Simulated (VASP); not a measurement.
Wanted: the native input for a VASP 6.6.1 run.

| Quantity | Value |
| --- | --- |
| Task | relaxation of cell and atoms |
| Functional | PBE |
| Dispersion | D3(BJ) |
| Potentials or basis | VASP PAW PBE potentials, release 64 (C) |
| Cutoff | 700 eV |
| k mesh | 15 × 15 × 4 |
| Occupations | gaussian, width 0.02 eV |
| Spin | no spin polarisation |
| Further INCAR settings | ALGO = Normal; EDIFF = 1e-07; IBRION = 2; EDIFFG = -0.002; NSW = 80; ISIF = 3 |

The structure of C lies in POSCAR:

```
C
1.0
    2.4672912600      0.0000000000      0.0000000000
   -1.2336456300      2.1367369100      0.0000000000
    0.0000000000      0.0000000000      7.8030730000
C
4
Direct
    0.0000000000      0.0000000000      0.2500000000
    0.0000000000      0.0000000000      0.7500000000
    0.3333333300      0.6666666700      0.2500000000
    0.6666666700      0.3333333300      0.7500000000
```

The input as run:

INCAR

```
SYSTEM = C
PREC = Accurate
ENCUT = 700
EDIFF = 1E-7
ISMEAR = 0
SIGMA = 0.02
LREAL = .FALSE.
LASPH = .TRUE.
NELM = 80
ALGO = Normal
ISIF = 3
LWAVE = .FALSE.
LCHARG = .FALSE.
GGA = PE
IVDW = 12
IBRION = 2
NSW = 80
EDIFFG = -0.002
KPAR = 4
```

KPOINTS

```
Automatic mesh
0
G
  15 15 4
  0 0 0
```

Potentials or basis: VASP PAW PBE potentials, release 64 (C).

Command:

```bash
$ cat potpaw_PBE.64/C/POTCAR > POTCAR
$ mpirun -np 4 vasp_std > vasp.out
```

It gave:

| Property | Result |
| --- | --- |
| Relaxed volume | 8.81 Å³/atom |
| Relaxed cell | a = 2.465 Å, b = 2.465 Å, c = 6.700 Å, α = 90.00°, β = 90.00°, γ = 120.00° |
| Space group after relaxing (to 0.05 Å) | P6_3/mmc (No. 194) |
| Energy gained by relaxing | 14.2 meV/atom |
| Ionic steps | 13 |
| Pressure after relaxing | 0.0 GPa |
| Band gap on the k mesh | none (metal or under the smearing width) |
| Dispersion energy per atom | -0.157 eV |

It took 120 s on 4 MPI ranks on AMD EPYC 9R14 (Zen 4), on a shared host, peak memory 0.21 GiB a rank.
